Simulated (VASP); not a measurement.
## InSb: single point with LDA

Crystal: InSb.

```
In Sb
1.0
     0.00000    3.23910    3.23910
     3.23910    0.00000    3.23910
     3.23910    3.23910    0.00000
In Sb
1 1
Direct
  0.00000 0.00000 0.00000
  0.25000 0.25000 0.25000
```

```
Program                : VASP 6.6.1
Task                   : single point
Functional             : LDA
Potentials or basis    : VASP PAW LDA potentials, release 64 (In_d, Sb)
Cutoff                 : 300 eV
k mesh                 : 4 × 4 × 4
Occupations            : fermi-dirac, width 0.05 eV
Spin                   : no spin polarisation
Further INCAR settings : ALGO = Fast; EDIFF = 1e-06
```

```json
{
 "Pressure": "-0.2 GPa",
 "Band gap on the k mesh": "none (metal or under the smearing width)"
}
```

Levels at points of the mesh, in eV from the Fermi level:
```csv
k point,band 5,band 6,band 7,band 8,band 9,band 10,band 11,band 12,band 13
"(0.00, 0.00, 0.00)",-14.52,-10.81,-0.41,-0.03,-0.03,-0.03,2.85,2.85,2.85
"(0.50, 0.00, 0.00)",-14.52,-9.44,-5.73,-1.05,-1.05,0.37,3.71,3.71,5.87
"(0.50, 0.50, 0.00)",-14.51,-8.82,-6.04,-2.32,-2.32,1.18,1.19,7.99,8.00
```

It took 5.6 s on 4 MPI ranks on Intel(R) Xeon(R) Platinum 8488C (Sapphire Rapids), with other jobs on the host, peak memory 0.12 GiB a rank.

Caveat: the k mesh is coarse (spacing up to 0.42 Å⁻¹), so the values aren't converged; this crystal is a semiconductor, whose small gap the functional closes, so the metal is an error of the method. The run has no spin-orbit coupling, so splittings on Sb are missing.
